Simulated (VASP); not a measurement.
**PbF2 (Fluorocronite): relaxation of cell and atoms with PBE+D3(BJ)**

PbF2 (Fluorocronite):

```xyz
3
Lattice="0.0000 2.9779 2.9779 2.9779 0.0000 2.9779 2.9779 2.9779 0.0000" Properties=species:S:1:pos:R:3 pbc="T T T"
Pb    0.0000    0.0000    0.0000
F     1.4889    1.4889    1.4889
F     4.4668    4.4668    4.4668
```

- Program: VASP 6.6.1
- Task: relaxation of cell and atoms
- Functional: PBE
- Dispersion: D3(BJ)
- Potentials or basis: VASP PAW PBE potentials, release 64 (Pb_d, F)
- Cutoff: 600 eV
- k mesh: 8 × 8 × 8
- Occupations: gaussian, width 0.03 eV
- Spin: no spin polarisation
- Further INCAR settings: ALGO = Normal; EDIFF = 1e-07; IBRION = 2; EDIFFG = -0.005; NSW = 90; ISIF = 3

```yaml
Pressure_after_relaxing: 0.0 GPa
Band_gap_on_the_k_mesh: 4.42 eV, indirect (least direct gap 4.56 eV)
Dispersion_energy_per_atom: -0.151 eV
```

Final structure:
```
Pb F
1.0
     0.00000    2.97789    2.97789
     2.97789    0.00000    2.97789
     2.97789    2.97789    0.00000
Pb F
1 2
Direct
  0.00000 0.00000 0.00000
  0.25000 0.25000 0.25000
  0.75000 0.75000 0.75000
```

Levels at points of the mesh, in eV from the valence-band top:
| k point | band 11 | band 12 | band 13 | band 14 | band 15 | band 16 | band 17 | band 18 |
| --- | --- | --- | --- | --- | --- | --- | --- | --- |
| (0.00, 0.00, 0.00) | -2.38 | -1.89 | -1.89 | -1.89 | 6.76 | 6.76 | 6.76 | 10.61 |
| (0.50, 0.00, 0.00) | -2.58 | -2.06 | -2.06 | -0.02 | 5.03 | 7.62 | 7.62 | 13.20 |
| (0.50, 0.50, 0.00) | -1.48 | -1.48 | -1.47 | -0.14 | 4.42 | 7.85 | 7.85 | 8.99 |

Wall time 28 s on 1 thread of Intel(R) Xeon(R) Platinum 8488C (Sapphire Rapids) (shared host), peak memory 0.22 GiB.

Caveat: the relaxation stopped at its first step, so nothing moved; spin-orbit coupling is left out, which as a rule narrows the gap of such compounds by several tenths of an eV. A k mesh can miss the band edges.
